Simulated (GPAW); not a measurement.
Input of a GPAW 26.7.0 run:

File run.py:

```python
from ase.calculators.mixing import SumCalculator
from ase.eos import EquationOfState
from ase.io import Trajectory
from ase.spacegroup import crystal
from ase.units import GPa
from dftd4.ase import DFTD4
from gpaw import GPAW, PW, setup_paths

setup_paths.insert(0, '.')

# Te 4c
# Cd 4a
atoms = crystal(['Te', 'Cd'],
                basis=[[0.25, 0.25, 0.25],
                       [0.0, 0.0, 0.0]],
                spacegroup=216, setting=1,  # F-43m
                cellpar=[6.41, 6.41, 6.41, 90.0, 90.0, 90.0],
                primitive_cell=True)

traj = Trajectory('eos.traj', 'w')
volumes, energies = [], []
for x in [0.94, 0.96, 0.98, 1.0, 1.02, 1.04, 1.06]:
    a = atoms.copy()
    a.set_cell(atoms.cell * x**(1 / 3), scale_atoms=True)
    calc = GPAW(mode=PW(600),
                xc='PBEsol',
                kpts={'size': (6, 6, 6), 'gamma': True},
                occupations={'name': 'fermi-dirac', 'width': 0.05},
                nbands=18,
                convergence={'density': 1e-05, 'energy': 1e-05},
                maxiter=150,
                txt=f'eos-{x:.2f}.txt')
    a.calc = SumCalculator([calc, DFTD4(method='pbesol')])
    energies.append(a.get_potential_energy())
    volumes.append(a.get_volume())
    p = -a.get_stress()[:3].mean() / GPa
    calc.write(f'eos-{x:.2f}.gpw')
    traj.write(a)
    print(f'{x:.2f} {volumes[-1]:10.4f} A^3 {energies[-1]:14.6f} eV {p:9.3f} GPa', flush=True)

v0, e0, B = EquationOfState(volumes, energies, eos='birchmurnaghan').fit()
print(f'V0 = {v0:.4f} A^3, E0 = {e0:.6f} eV, B0 = {B / GPa:.2f} GPa')
```

Potentials or basis: PAW data sets generated in the run's folder for this functional, pw.

Run with:

```bash
$ gpaw-setup -f PBEsol Cd Te
$ OMP_NUM_THREADS=1 python run.py
```

Predict the pressure derivative of the bulk modulus.

4.8.

Predict the bulk modulus.

45 GPa.

Energy against volume, from the lowest point:
```csv
volume (Å³/atom),energy (meV/atom)
30.947,22.53
31.605,10.40
32.263,3.06
32.922,0.00
33.580,0.75
34.239,4.88
34.897,12.03
```

Spin-orbit coupling is left out, which matters for the levels of Te.

**What was measured.**

“Multiscale insight into the Cd1-xZnxTe vibrational-mechanical properties -- High-pressure experiments and ab initio calculations”, 2023, arxiv:2306.14539 quotes, for a powder of CdTe: bulk modulus 42 ± 2 GPa.

Measured bulk modulus of CdTe: 42 GPa (powder; quoted in “Multiscale insight into the Cd1-xZnxTe vibrational-mechanical properties -- High-pressure experiments and ab initio calculations”, 2023, arxiv:2306.14539). This calculation gives 45 GPa (+7.1 %). The fit is for a static lattice scaled at fixed shape and fixed fractional positions.
